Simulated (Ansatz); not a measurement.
Theory: DFT PBE, scalar-relativistic, plane waves, PAW in Ansatz. All cells share a 420 eV cutoff and Γ-centred k meshes spaced at most about 0.3 Å⁻¹ (2π included). No spin polarisation.

These are static total energies at zero pressure.

Compare these two cells of Si₂Ge, each relaxed at this level.

A.

```
Si Ge
1.0
     3.92786    0.00000    0.00000
    -1.96393    3.40163    0.00000
     0.00000    0.00000    9.61935
Si Ge
4 2
Direct
  0.00000 0.00000 0.37746
  0.33333 0.66667 0.03946
  0.00000 0.00000 0.62254
  0.66667 0.33333 0.96054
  0.66667 0.33333 0.70805
  0.33333 0.66667 0.29195
```

B.

```
Si Ge
1.0
     3.92939    0.00000    0.00000
    -1.96470    3.40295    0.00000
     0.00000    0.00000    9.63013
Si Ge
4 2
Direct
  0.00000 0.00000 0.87676
  0.33333 0.66667 0.79750
  0.00000 0.00000 0.12324
  0.66667 0.33333 0.20250
  0.33333 0.66667 0.54611
  0.66667 0.33333 0.45389
```

Question: Which arrangement of the elements on these sites is preferred, and by what margin?

Answer: They are level within the accuracy (under 1 meV/atom apart). The two share one framework of sites and differ in which element sits where. A has Si and Ge ordered on diamond sites, space group P-3m1 (No. 164), 21.4 Å³/atom and a gap of 0.59 eV on its mesh; B has Si and Ge ordered on diamond sites, space group P-3m1 (No. 164), 21.5 Å³/atom and a gap of 0.43 eV. Counting Ge atoms around Si (those within 1.25 times the shortest such distance or 1.15 times the sum of covalent radii; a plus sign parts nearer from farther groups; the shortest distance is added where it is long for a bond; a slash parts the counts of unlike sites), A has Si 1/3 and B has Si 1/3+3 from 3.9 Å. Both come from invented guesses. Shaken at random and relaxed again, A came back. The lowest form computed isn't among them: it has Si and Ge ordered on diamond sites, space group Imma (No. 74), 21.4 Å³/atom and lies 5 meV/atom below the best shown. Checks on A: no imaginary mode on a 2×2×1 q mesh.

Kohn–Sham gaps at this level usually fall short of measured ones. Cells without such a test can be saddle points.
